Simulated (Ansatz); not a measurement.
**CuAu under changes of volume**

One of the cells (15.351 Å³/atom); the others are scaled copies at fixed shape and fractional positions:

```
CELL_PARAMETERS angstrom
1.44306 0.83315 4.25617
-1.44306 0.83315 4.25617
0.00000 -1.66630 4.25617
ATOMIC_POSITIONS crystal
Au 0.00000 0.00000 0.00000
Cu 0.50000 0.50000 0.50000
```

The cell comes from a database or a generator and needn't be the stable form of this composition.

- Program: Ansatz 0.2.0
- Functional: HSE06
- Potentials or basis: Ansatz PAW
- Cutoff: 420 eV (not typed: the program's choice for these potentials)
- k mesh: 6 × 6 × 6
- Occupations: fermi-dirac, width 0.05 eV
- Spin: no spin polarisation

| volume (Å³/atom) | energy over the lowest point (meV/atom) | pressure (GPa) |
| --- | --- | --- |
| 14.430 | 16.06 | 7.6 |
| 14.737 | 4.85 | 4.1 |
| 15.044 | 0.00 | 1.0 |
| 15.351 | 0.70 | -1.7 |
| 15.658 | 6.23 | -4.0 |
| 15.965 | 15.92 | -6.1 |
| 16.272 | ? | ? |

Question: What does the run at 16.272 Å³/atom give?

Answer: Energy over the lowest point 29.32 meV/atom; pressure -7.9 GPa.

Worked out: A Birch-Murnaghan fit of order 3 (a polynomial in V^(-2/3)) to the other rows has its minimum at 15.15 Å³/atom with B0 = V·E''(V) = 136 GPa and B' = 5.9 at fixed shape and positions, which overstates the stiffness. It gives 29.24 meV/atom at 16.272 Å³/atom, against the run's 29.32, and -dE/dV = -7.8 GPa, against -7.9.

Energies are extrapolated to zero smearing.

Caveats: all runs use coarse meshes; the PAW data sets come from PBE, with cores solved anew for the run's functional, which leaves a small shift of forces and pressure; the thresholds are loose for stress.
